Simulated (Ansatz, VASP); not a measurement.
# Al26N26O (V_Al-O_N) in two plane-wave programs

Wanted: the spread between two codes on one cell, functional and k mesh. The cell is taken from a series of runs on this material, whose earlier steps may have relaxed, scaled, displaced or heated it; both programs get it as it stands.

Method: plane waves, with VASP 6.6.1 beside it; r2SCAN, in Ansatz 0.2.0.

## (1) Starting point

The cell holds 53 atoms: 26 Al, 26 N and 1 O. Cell: a = 9.269 Å, b = 9.269 Å, c = 9.269 Å, α = 60.0°, β = 60.0°, γ = 60.0°. It derives from AlN (AlN (F-43m)). Nearest the centre at fractional (0.375, 0.542, 0.708): O53 at 1.19 Å, Al13 at 2.38 Å, Al15 at 2.38 Å, Al23 at 2.38 Å, N43 at 2.54 Å, N42 at 2.57 Å, N35 at 2.58 Å, N32 at 3.20 Å. The cell carries charge −1.

Coordinates:

```xyz
53
Lattice="0.0000 6.5542 6.5542 6.5542 0.0000 6.5542 6.5542 6.5542 0.0000" Properties=species:S:1:pos:R:3 pbc="T T T"
Al   13.0982    6.5617    6.5680
Al    8.7383    2.1973    6.5669
Al    4.3722    4.3759    0.0270
Al    8.7362    6.5630    2.2003
Al    4.3739    2.1902    2.2010
Al    6.5571    4.3750    2.1980
Al   10.9212    6.5765    4.4023
Al    6.5600    2.1858    4.3860
Al    8.7342    4.3673    4.3864
Al   13.0925    8.7543    8.7489
Al    8.7417    4.3855    8.7457
Al   10.8927    6.5853    8.7218
Al    8.7350    8.7522    4.3872
Al    4.3698    4.3763    4.3846
Al    6.5457    6.5674    4.3763
Al   10.8965    8.7135    6.6002
Al    6.5649    4.3761    6.5740
Al   13.1046   10.9303   10.9311
Al    8.7399    6.5606   10.9246
Al   10.9206    8.7511   10.9215
Al    8.7381   10.9286    6.5656
Al    4.3724    6.5619    6.5644
Al    6.5607    8.7475    6.5638
Al   10.9255   10.9172    8.7515
Al    6.5848    6.5641    8.7370
Al    8.7717    8.7078    8.7206
N     1.0947    1.1026    1.1089
N     3.2881    3.2752    1.1164
N     5.4747    5.4631    1.1159
N     3.2677    1.1051    3.3069
N     5.4689    3.2836    3.2963
N     7.6479    5.4829    3.3056
N     5.4702    1.1086    5.4755
N     7.6459    3.2799    5.4743
N     9.9564    5.3385    5.3543
N     1.1000    3.2758    3.3037
N     3.2877    5.4629    3.3016
N     5.4746    7.6491    3.3029
N     3.2699    3.2805    5.4758
N     5.4761    5.4823    5.4762
N     5.4628    3.2914    7.6486
N     7.5404    5.3498    7.7684
N     9.9238    7.7399    7.7469
N     1.0945    5.4742    5.4773
N     3.2795    7.6561    5.4776
N     5.4748    9.8299    5.4823
N     3.2782    5.4764    7.6619
N     5.4778    7.6582    7.6507
N     7.6481    9.8335    7.6518
N     5.4605    5.4779    9.8463
N     7.6476    7.6612    9.8507
N     9.8217    9.8457    9.8462
O     7.5034    7.7952    5.3303
```

## (2) Ansatz: single point, r2SCAN

Ansatz runs on its PAW soft_1 files.

A single point takes one fixed geometry, so differences don't come from the geometry; what else differs is listed under the comparison.

File input.yaml:

```yaml
crystal:
  checkpoint: "../qm1_M1.relax.run"
  host: checkpoint
total_charge: -1
basis:
  ecutwfc: 500
  xc_grid: 2
hamiltonian:
  xc: r2scan
  pseudopotentials: { kind: paw, azcp: { folder: soft_1 } }
kpoints:
  mp_grid: { grid: [2, 2, 2], shift: [0.5, 0.5, 0.5] }
magnetization:
  spin_polarized: true
  initial_magnetization: 1
  spin_locking: { lock_magnetization: hard }
scf:
  occupations: { method: fermi_dirac, width: 0.01 }
  max_iter: 80
output:
  forces: true
  eigenvalues: true
  charged_corrections:
    epsilon: 4.64
    static_epsilon: 8.51
    defect_position: [0.375, 0.541667, 0.708333]
  eigenstates: { localisation: true }
  populations: true
  efg: {}
checkpoint:
  read: "../qm1_M1.relax.run"
  write: "../qm1_M1.point.run"
  compress: false
  write_wavefunctions: false
  write_every: 100000
```

Run with:

```sh
$ ansatz run input.yaml --threads 4 --pin off --max-ram 7536MiB --backend cpu --events-out ev --progress --plain --runs-dir out
```

Numbers of over 12 decimals in the logs are rounded to 6 here.

What it wrote:

```text
Warning: This run holds its total moment fixed (magnetization.spin_locking.lock_magnetization: hard) and mixes its density by anderson or broyden (scf.mixing.algorithm, typed or taken by auto). Slabs with a fixed moment have converged under broyden above another state at the same moment, at the default mixing steps and at smaller ones, and under scf.lower_state_search: standard, light or off a state that such a mixer [...]
crystal.checkpoint: the structure is that of <dir>, a `relax` run, at its step 6: its result, under r2scan at a charge of -1 e; 53 atoms read, 0 with a starting moment; crystal.structure_sha256 for this input is
Engine: ansatz 0.2.0, aarch64-unknown-linux-gnu
Pseudopotentials: kind: paw
Pseudopotential: Al, paw, valence charge 3, recommended cutoff 500 eV (meta_gga), soft_1/Al.paw.azcp
Pseudopotential: N, paw, valence charge 5, recommended cutoff 500 eV (meta_gga), soft_1/N.paw.azcp
Pseudopotential: O, paw, valence charge 6, recommended cutoff 500 eV (meta_gga), soft_1/O.paw.azcp
Functional definition: r2SCAN
  parameter k0 = 0.174
  parameter k1 = 0.065
  parameter a1 = 4.9479
  exchange = r2scan_x(k0 = k0, k1 = k1, a1 = a1)
  correlation = r2scan_c
Crystal: 53 atoms, lattice volume = 563.102 Å³
Basis set: ecut = 500 eV, 14331 PW (Γ), exchange–correlation on 144×144×144 points (8 copies of the dense FFT grid, shifted against one another)
Bands: 161, of which v1, the nominal top of the filled ones, is band 108 counted from 1 (107 counted from 0)
Symmetry: 1 space group operations
Space group: P1 (ITA 1), of the structure as read, at distance tolerance 8.3e-5 Å
Magnetic group: BNS 1.1 (UNI 1), of the structure as read, at distance tolerance 8.3e-5 Å
k-points: 4 of 8 (time reversal used)
Non-local potential: Al, projectors of the file, l = 0: 2, l = 1: 2, l = 2: 1
Non-local potential: N, projectors of the file, l = 0: 2, l = 1: 2, l = 2: 1
Non-local potential: O, projectors of the file, l = 0: 2, l = 1: 2, l = 2: 1
PAW form: soft (Blöchl's): semilocal exchange-correlation on the pseudo side does not see the compensation charge
PAW frozen core: Al, regenerated for the run's functional (the file was generated under x = pbe(κ = 0.804, μ = 0.219515), c = pbe(β = 0.066725))
PAW frozen core: N, regenerated for the run's functional (the file was generated under x = pbe(κ = 0.804, μ = 0.219515), c = pbe(β = 0.066725))
PAW frozen core: O, regenerated for the run's functional (the file was generated under x = pbe(κ = 0.804, μ = 0.219515), c = pbe(β = 0.066725))
PAW one-centre angular grid: Al, 302 points (default); XC on 160 Gauss nodes
PAW one-centre angular grid: N, 302 points (default); XC on 160 Gauss nodes
PAW one-centre angular grid: O, 302 points (default); XC on 160 Gauss nodes
Initial density: read from a saved state, or passed on in memory by an earlier SCF of this step, an earlier step, the calling program or the single point that the run made first
Stability of the state it starts from, as read at its close in the collinear treatment: not read, because the mixer in use, unlike msr1, does not test its closes by its own steps (another_mixer); its run was given moments
Starting moments: Σ|m| = 1 μB on 53 of 53 sites; this step starts from the density that it was given
Initial wavefunctions: pseudopotential atomic-orbital guess — the wavefunctions supplied were not used: k-point sampling differs
Functional: x = r2scan, c = r2scan; τ floored in thin density (d = 2e-4 eV/Å³)
iter 1 solved again at ethr=1.72e-4 eV; its pass at ethr=3.10e-3 eV (dr2=3.69e-1 eV) is discarded
SCF iter   1: F=—  HF=-24696.241504 eV  |F-HF|=—  |Δ(HF+E_count)|=         —  Δρ=5.69e-3 (↑1.69e-3 ↓5.69e-3)  dr2=3.73e-1  dr2_τ=6.04e-3  dr2_m=4.03e-2  M=1.000 μB ∫|m|=1.192 μB  β_m=1.20  ethr=1.72e-4  ⟨swp⟩=8.8  Hψ=8406  notcnv=0  defer=4
preconditioner: auto → Resta (q_TF=auto, 2.324 Å⁻¹)  ε∞=3.6  [insulator: Δε(μ)=0.164 eV  Ē_g=14.143 eV  σ=0.010 eV  W_gap=1.00  n_scr=112 (ndim 8)  ℏωp=22.9 eV  f_vac=0.000  D(μ)=0.02/eV (n_scr^D=0)  ε∞_Penn≈3.6]
spin=Collinear: Resta preconditioning applied to the charge; magnetization (m = ρ↑ − ρ↓) channel mixes plain (no charge-response kernel on spin).
SCF iter   2: F=—  HF=-24696.216024 eV  |F-HF|=—  |Δ(HF+E_count)|=   2.55e-2  Δρ=2.32e-3 (↑1.70e-3 ↓2.32e-3)  dr2=1.54e-1  dr2_τ=7.57e-4  dr2_m=1.65e-3  M=1.000 μB ∫|m|=1.168 μB  β_m=1.20  ethr=1.72e-4  ⟨swp⟩=2.9  Hψ=2411  notcnv=0  defer=89  κ⁻¹=1.0e0(r=1)
[...]
atom  53  N  V_zz =    -0.404155   η = 0.4508   by run symmetry: allowed
            electrostatic potential = -516.272410 V   contact ρ = 1411.204086 e/Å³   contact ρ_s (e/Å³): all electrons +0.025818, valence +0.073162
--- Charged-cell corrections in eV (Makov–Payne, q = -1.000 e, ε = 4.640 of the electrons, 8.510 with the ions) ---
  F (periodic)     = -24696.206522  (uncorrected; the corrections below are reported, never added to it)
  E_corr1          = +0.542727  (monopole, q²α_M/2εL)
  F Makov-Payne    = n/a  (the rows are of the electrons' constant alone; ansatz place-levels tells what screens the charge)
  no potential alignment in this run, which stands beside a crystal: run the host's input off ansatz write-host-input, and read the two finished runs by ansatz place-levels (neither reads a slab, a wire or a sheet, whose cell leaves a vacuum)
--- Band table (eV; the first three rows and the last of 8) ---
  k-point 0 ↑: bands = [... 104 lower, 6.2002, 6.3717, 7.0394, 7.2017, 11.4725, 11.5081, 11.6000, 11.6632, ... 49 higher]
  k-point 1 ↑: bands = [... 104 lower, 6.2049, 6.4239, 6.6617, 7.2574, 10.8262, 11.7237, 11.7849, 12.4280, ... 49 higher]
  k-point 2 ↑: bands = [... 104 lower, 6.0693, 6.1632, 7.0507, 7.2242, 10.8211, 11.6942, 11.8190, 12.3513, ... 49 higher]
  k-point 3 ↓: bands = [... 104 lower, 6.2736, 7.0441, 7.6991, 7.9993, 10.8314, 11.7459, 11.7867, 12.4334, ... 49 higher]
--- Löwdin populations: 53 sites ---
  site symbol       q [e]    m [muB]
     0     Al      1.8978     0.0001
     1      N      6.0528    -0.0002
     2     Al      1.8952     0.0002
     3      N      6.0592    -0.0008
     4     Al      1.8935    -0.0127
     5      N      6.0583    -0.0005
     6     Al      1.8984     0.0001
     7      N      6.0575     0.0001
     8     Al      1.8995    -0.0007
     9      N      6.0558    -0.0001
    10     Al      1.8976    -0.0005
    11      N      6.0583     0.0000
    12     Al      1.9008    -0.0155
    13      N      6.0607    -0.0001
    14     Al      1.8995    -0.0007
    15      N      6.0626    -0.0009
    16     Al      1.8940    -0.0140
    17      N      5.9197     0.4618
    18     Al      1.8981    -0.0014
    19      N      6.0586     0.0107
    20     Al      1.8972    -0.0097
    21      N      6.0579    -0.0005
    22     Al      1.8980    -0.0056
    23      N      6.0623     0.0051
[...]
45     Al      1.8260    -0.0003
    46      N      6.0559    -0.0000
    47     Al      1.8951    -0.0042
    48      N      6.0377     0.0636
    49     Al      1.9049    -0.0118
    50      N      6.0597     0.0002
    51     Al      1.9046    -0.0062
    52      N      6.0525     0.0397
  spilling = 0.008274 (of n_electrons = 215.000000)
```

## (3) VASP: single point, r2SCAN

The same cell, functional, mesh and smearing now go to VASP, with its own data sets.

Lines of VASP's logs that name or quote its potential files are left out, and so is its time.

File INCAR:

```
SYSTEM = Al26N26O
PREC = Accurate
ENCUT = 580
EDIFF = 1E-06
NELM = 200
ISMEAR = -1
SIGMA = 0.01
LREAL = Auto
ALGO = Normal
METAGGA = R2SCAN
LASPH = .TRUE.
NELECT = 215
NBANDS = 144
ISPIN = 2
MAGMOM = 0 0 -0 0 -0 -0 -0 -0 -0 -0 -0 -0 0 -0 0 -0 -0 -0 0 -0 -0 -0 0 -0 -0 0 -0 -0 -0 -0 -0 -0 -0 -0 0.31 0.01 -0 0 -0 -0 0.02 0.22 0.11 -0 -0 0.01 -0 -0 -0 0.05 -0 0.03 0
LORBIT = 11
LWAVE = .FALSE.
LCHARG = .FALSE.
ISIF = 2
ISYM = 0
NUPDOWN = 1
GGA_COMPAT = .FALSE.
LMIXTAU = .TRUE.
KPAR = 4
```

File POSCAR:

```
Al26N26O
1.0
    0.0000000000      6.5541898631      6.5541898631
    6.5541898631      0.0000000000      6.5541898631
    6.5541898631      6.5541898631      0.0000000000
Al N O
26 26 1
Direct
    0.0024044592      0.9996982949      0.9987425930
    0.0019685674      0.9999668006      0.3332756175
    0.0023372482      0.0017767438      0.6653118850
    0.0020612547      0.3336464030      0.9992783672
    0.0013160263      0.3345050788      0.3328453582
    0.0012148114      0.3341499228      0.6662959248
    0.0044008559      0.6672792266      0.9990079947
    0.0009017885      0.6682938232      0.3325976903
    0.0014880772      0.6677605082      0.6648484115
    0.3364831253      0.9983753912      0.9991955965
    0.3348650820      0.9995001410      0.3342536660
    0.3367579635      0.9939671041      0.6679820489
    0.3360058624      0.3333694301      0.9993588966
    0.3349847770      0.3339961764      0.3327278225
    0.3355067694      0.3321991653      0.6665127553
    0.3369700912      0.6700457906      0.9924776567
    0.3345357618      0.6684860371      0.3331475855
    0.6680306776      0.9997701032      0.9996458505
    0.6671514289      0.9996613463      0.3338197974
    0.6676620383      0.9986729551      0.6675351409
    0.6679801718      0.3337651952      0.9994420201
    0.6678088964      0.3337510307      0.3333642043
    0.6675506854      0.3339079575      0.6670929474
    0.6669894432      0.6682620758      0.9986896584
    0.6649425788      0.6681032237      0.3365686577
    0.6603983439      0.6701446388      0.6681893248
    0.0851954517      0.0839891563      0.0830306276
    0.0841874072      0.0861534631      0.4155247181
    0.0842429849      0.0860145455      0.7492866178
    0.0872959413      0.4172581146      0.0813086775
    0.0847566875      0.4181806597      0.4162294620
    0.0870140797      0.4173399041      0.7495357122
    0.0849750192      0.7504443787      0.0841735609
    0.0845547226      0.7506884370      0.4158714463
    0.0561766802      0.7607495242      0.7583472675
    0.4180141384      0.0860425410      0.0817839861
    0.4178085990      0.0859335127      0.4156852875
    0.4178625531      0.0860790418      0.7491990698
    0.4185328873      0.4169253787      0.0819800777
    0.4182339020      0.4172874337      0.4182192436
    0.4178404618      0.7491366104      0.0843398301
    0.4255124975      0.7597436107      0.3907326223
    0.4243846895      0.7575943737      0.7565268632
    0.7519587856      0.0837357705      0.0832588856
    0.7517450692      0.0839884449      0.4163850248
    0.7504632217      0.0859984958      0.7493201103
    0.7521901275      0.4168119531      0.0833617331
    0.7499832448      0.4173160207      0.4184613777
    0.7504565785      0.4170145898      0.7498847756
    0.7524710851      0.7498204539      0.0833169092
    0.7525195181      0.7504399035      0.4163864665
    0.7529725932      0.7493098875      0.7492253460
    0.4288975738      0.3843716737      0.7604502939
```

File KPOINTS:

```
Points of the shifted mesh
8
Reciprocal
 0.2500000000  0.2500000000  0.2500000000 1
 0.2500000000  0.2500000000  0.7500000000 1
 0.2500000000  0.7500000000  0.2500000000 1
 0.2500000000  0.7500000000  0.7500000000 1
 0.7500000000  0.2500000000  0.2500000000 1
 0.7500000000  0.2500000000  0.7500000000 1
 0.7500000000  0.7500000000  0.2500000000 1
 0.7500000000  0.7500000000  0.7500000000 1
```

PAW data sets: Al, N and O (PBE family, release 64).

Run with:

```sh
$ mpirun -np 8 vasp_std
```

What it wrote:

```text
[banner, memory and clock lines left out]
running    8 mpi-ranks, on    1 nodes
[...]
|                                                                             |
|           W    W    AA    RRRRR   N    N  II  N    N   GGGG   !!!           |
|           W    W   A  A   R    R  NN   N  II  NN   N  G    G  !!!           |
|           W    W  A    A  R    R  N N  N  II  N N  N  G       !!!           |
|           W WW W  AAAAAA  RRRRR   N  N N  II  N  N N  G  GGG   !            |
|           WW  WW  A    A  R   R   N   NN  II  N   NN  G    G                |
|           W    W  A    A  R    R  N    N  II  N    N   GGGG   !!!           |
|                                                                             |
|     For optimal performance we recommend to set                             |
|       NCORE = 2 up to number-of-cores-per-socket                            |
|     NCORE specifies how many cores store one orbital (NPAR=cpu/NCORE).      |
|     This setting can greatly improve the performance of VASP for DFT.       |
[...]
DAV:   5    -0.613778431170E+03   -0.36862E-01   -0.36838E-01  5712   0.172E+00BRMIX: very serious problems
 the old and the new charge density differ
 old charge density:   214.00000 new  215.00000
BRMIX: very serious problems
 the old and the new charge density differ
 old charge density:   214.00000 new  215.00000
BRMIX: very serious problems
 the old and the new charge density differ
 old charge density:   214.00000 new  215.00000
BRMIX: very serious problems
 the old and the new charge density differ
 old charge density:   214.00000 new  215.00000
    0.460E+01
DAV:   6    -0.513262414232E+03    0.10052E+03   -0.22405E+02  5248   0.339E+01    0.205E+01
DAV:   7    -0.492773818562E+03    0.20489E+02   -0.11348E+01  5072   0.100E+01    0.124E+01
DAV:   8    -0.500362952185E+03   -0.75891E+01   -0.12575E+01  5432   0.124E+01    0.682E+00
DAV:   9    -0.491678386933E+03    0.86846E+01   -0.62548E+00  4920   0.707E+00    0.610E+00
[...]
DAV:  22    -0.496527311225E+03   -0.57205E-05   -0.33801E-05  5472   0.170E-02    0.880E-03
DAV:  23    -0.496527312944E+03   -0.17190E-05   -0.51381E-06  4656   0.741E-03    0.658E-03
DAV:  24    -0.496527313833E+03   -0.88909E-06   -0.10623E-06  2952   0.338E-03
   1 F= -.49652731E+03 E0= -.49652731E+03  d E =-.192783E-05  mag=     1.0000
```

OUTCAR, selected parts (step 3):

```text
  FREE ENERGIE OF THE ION-ELECTRON SYSTEM (eV)
  ---------------------------------------------------
  free  energy   TOTEN  =      -496.5273138328 eV

  energy  without entropy=     -496.5273119050  energy(sigma->0) =     -496.52731287

 magnetization (x)
# of ion       s       p       d       tot
------------------------------------------
    1       -0.000   0.000   0.000   0.000
    2       -0.000   0.000   0.000   0.000
    3       -0.002  -0.003   0.000  -0.005
    4       -0.000   0.000   0.000  -0.000
    5       -0.000  -0.000   0.000  -0.000
    6       -0.000  -0.000   0.000  -0.000
    7       -0.002  -0.003   0.000  -0.005
    8       -0.000  -0.000   0.000  -0.000
    9       -0.002  -0.003   0.000  -0.005
   10       -0.000  -0.000   0.000  -0.000
   11       -0.001  -0.002   0.000  -0.003
   12       -0.001  -0.001   0.000  -0.002
   13        0.000   0.000   0.000   0.000
[...]
--------------------------------------------------
tot          0.016   0.699   0.000   0.715
```

The cell is charged against a uniform background.

The run ends at a pressure of 3.06 GPa, with forces up to 0.52 eV/Å.

## (4) Side by side

Known differences besides the potentials themselves: VASP starts from the moments at which Ansatz ended; VASP keeps PBE cores, Ansatz makes them for the functional; the cutoff is 500 eV in Ansatz and 580 eV in VASP (PREC = Accurate, projectors in real space); site moments are counted in spheres of each program's own size. Total energies have different zeros and are not compared.

Compared:

| quantity | Ansatz | VASP | difference |
| --- | --- | --- | --- |
| total moment, fixed by the input (μB) | 1.00 | 1.00 | 0.00 |
| moment on N35 (μB) | 0.31 | 0.31 | 0.00 |
| moment on N42 (μB) | 0.22 | 0.21 | 0.00 |
| moment on N43 (μB) | 0.11 | 0.11 | 0.00 |

Forces on 9 of the 53 atoms, those with the largest forces and the largest differences (eV/Å; atoms numbered as in POSCAR):

| atom | Ansatz x, y, z | VASP x, y, z |
| --- | --- | --- |
| Al3 | -0.108, 0.107, -0.182 | -0.097, 0.094, -0.170 |
| Al7 | -0.017, -0.313, 0.016 | -0.004, -0.306, 0.006 |
| Al9 | 0.126, 0.234, 0.240 | 0.116, 0.216, 0.232 |
| Al12 | 0.251, -0.350, 0.248 | 0.261, -0.355, 0.254 |
| Al16 | 0.268, 0.222, -0.371 | 0.275, 0.236, -0.379 |
| Al17 | 0.223, 0.211, 0.087 | 0.220, 0.206, 0.095 |
| Al24 | 0.141, 0.241, 0.152 | 0.144, 0.245, 0.152 |
| Al26 | -0.363, 0.229, 0.273 | -0.370, 0.239, 0.275 |
| O53 | 0.066, -0.046, 0.052 | 0.055, -0.035, 0.040 |

The forces differ by 4.9 meV/Å r.m.s., which is 4.2 % of the r.m.s. force of 0.115 eV/Å (both taken over all components). The cell carries a charge of -1 e against a uniform background, so its pressure also hangs on how the neutralising background is counted, and in a defect's cell a gap may be the spacing between its levels.

## (5) Results

| Property | Result |
| --- | --- |
| r.m.s. force difference (single point, r2SCAN) | 4.9 meV/Å |

In words: The r.m.s. force difference is 4.9 meV/Å (single point, r2SCAN), within the 12 meV/Å picked in this series as the mark of a large difference. Such differences can come from data sets, numerical settings and the points named under the comparisons, not from the functional's error against experiment.

[Lines on the potential files, build, host, timing and source positions are cut from VASP's logs without a mark.]

[Logs are printed without paths, hosts, clocks, repeated set-up lines and the standing remarks that a program may print on its own settings, such as how far it seeks lower states.]

[Hosts, paths, dates, database ids (printed as entryN), source tags and the programs' standing remarks are cut or masked in the printed files.]
